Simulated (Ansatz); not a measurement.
# WS2: the cost of one run

Program: Ansatz 0.2.0. Level of theory: DFT PBEsol, scalar-relativistic, plane waves, PAW. These are calculated values, not measurements.

2 further runs of the same task are left out: 2 set aside as unsound or not needed.

## (1) The system as given

The structure is hexagonal, space group P6_3/mmc (No. 194). The conventional cell has a = 3.146 Å, b = 3.146 Å, c = 12.705 Å, α = 90.00°, β = 90.00°, γ = 120.00°. W (site symmetry -6m2) has 6 S at 2.40 Å as nearest neighbours. S (site symmetry 3m) has 3 W at 2.40 Å as nearest neighbours.

Structure file:

```xyz
6
Lattice="3.1461 0.0000 0.0000 -1.5730 2.7246 0.0000 0.0000 0.0000 12.7046" Properties=species:S:1:pos:R:3 pbc="T T T"
W     0.0000    1.8164    3.1762
W     1.5730    0.9082    9.5285
S     0.0000    1.8164    7.9607
S     1.5730    0.9082    1.6084
S     0.0000    1.8164   11.0962
S     1.5730    0.9082    4.7439
```

It goes back to an entry of the Materials Project.

This cell was relaxed beforehand with the same method: volume 18.15 Å³/atom, gap on the mesh 1.10 eV.

## (2) Zero strain

Contents of input.yaml:

```yaml
crystal:
  lattice:
    - [3.1460838168, 0.0, 0.0]
    - [-1.5730419084, 2.7245885078, 0.0]
    - [0.0, 0.0, 12.7046041393]
  atoms:
    - { symbol: W, position: [0.3333333333, 0.6666666667, 0.25] }
    - { symbol: W, position: [0.6666666667, 0.3333333333, 0.75] }
    - { symbol: S, position: [0.3333333333, 0.6666666667, 0.626601484] }
    - { symbol: S, position: [0.6666666667, 0.3333333333, 0.126601484] }
    - { symbol: S, position: [0.3333333333, 0.6666666667, 0.873398516] }
    - { symbol: S, position: [0.6666666667, 0.3333333333, 0.373398516] }
basis:
  ecutwfc: 420
kpoints:
  mp_grid: { grid: [12, 12, 2] }
hamiltonian:
  xc: pbesol
scf:
  occupations: { method: gaussian, width: 0.02 }
output:
  forces: true
  stress: true
  eigenvalues: true
```

Started as:

```console
ansatz run input.yaml --threads 1 --pin off --max-ram 2560MiB --backend cpu --events-out ev --progress --plain --runs-dir out
```

Q: Estimate wall time and peak memory on 1 thread of Intel Xeon at 2.50GHz (Skylake/Cascade Lake), shared host.

About 15 s, with a peak of 0.43 GiB.
